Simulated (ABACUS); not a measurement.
# Mo under changes of volume

One of the cells (15.892 Å³/atom); the others are scaled copies at fixed shape and fractional positions:

```xyz
1
Lattice="-1.5838 1.5838 1.5838 1.5838 -1.5838 1.5838 1.5838 1.5838 -1.5838" Properties=species:S:1:pos:R:3 pbc="T T T"
Mo    0.0000    0.0000    0.0000
```

| Item | Value |
| --- | --- |
| Program | ABACUS 3.10.1 |
| Functional | OLYP |
| Potentials or basis | PseudoDojo NC SR 0.5 PBE stringent |
| Cutoff | 1102 eV |
| Density cutoff | 4408 eV |
| Basis | plane waves |
| k mesh | 10 × 10 × 10 |
| Occupations | fermi-dirac, width 0.05 eV |
| Spin | no spin polarisation |

```tsv
volume (Å³/atom)	energy over the lowest point (meV/atom)	pressure (GPa)
14.938	14.25	9.6
15.256	1.39	3.6
15.574	0.00	-1.8
15.892	8.84	-6.7
16.209	26.75	-11.0
16.527	52.74	-14.9
16.845	?	?
```

Question: What does the run at 16.845 Å³/atom give?

Answer: Energy over the lowest point 85.93 meV/atom; pressure -18.4 GPa.

Worked out: A Birch-Murnaghan fit of order 3 (a polynomial in V^(-2/3)) to the other rows has its minimum at 15.45 Å³/atom with B0 = V·E''(V) = 261 GPa and B' = 4.7. It gives 85.96 meV/atom at 16.845 Å³/atom, against the run's 85.93, and -dE/dV = -18.4 GPa, against -18.4.

Energies are extrapolated to zero smearing.

Caveats: the potentials were made for another functional, which shifts forces and pressure.
